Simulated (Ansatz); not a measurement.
Take Li$_{3}$N (space group P6/mmm, No. 191; a = 3.634 Å, c = 3.865 Å) as the base. Axes: x lies along a and z along c of the hexagonal cell.

Structures relaxed with PBE (Ansatz, a program for electronic structure; PAW; 420 eV plane waves; no SOC).

Base:

Simulated powder pattern, Co Kα, λ = 1.79026 Å (kinematic, ideal powder, no thermal factors, no anomalous dispersion; the 14 strongest lines at most, above 2 %, up to 2θ = 90°):

```csv
2θ (°),I/Imax (%),hkl
26.79,100,(001)
33.05,88,(100)
43.04,3.7,(101)
55.19,25,(002)
59.02,59,(110)
65.86,14,(102)
65.96,30,(111)
69.33,5.7,(200)
85.10,37,(112)
```

After one change:

Simulated powder pattern, Co Kα, λ = 1.79026 Å (kinematic, ideal powder, no thermal factors, no anomalous dispersion; the 14 strongest lines at most, above 2 %, up to 2θ = 90°):

```tsv
2θ (°)	I/Imax (%)
26.99	100
33.30	88
43.37	3.6
55.64	24
59.51	58
66.41	14
66.51	30
69.92	5.6
85.88	37
```

Question: Which of these changes matches the shifts?
(A) biaxial strain −0.43 %, plane normal [001], relaxed out of plane
(B) biaxial strain +1.58 %, plane normal [001], relaxed out of plane
(C) uniaxial strain ε_zz = −4.05 %
(D) isotropic strain −0.74 %

Answer: D, isotropic strain −0.74 %. Its volume per atom is 10.81 Å³ against 11.05 Å³, and its space group is P6/mmm (No. 191).

Stability against distortions was not tested.
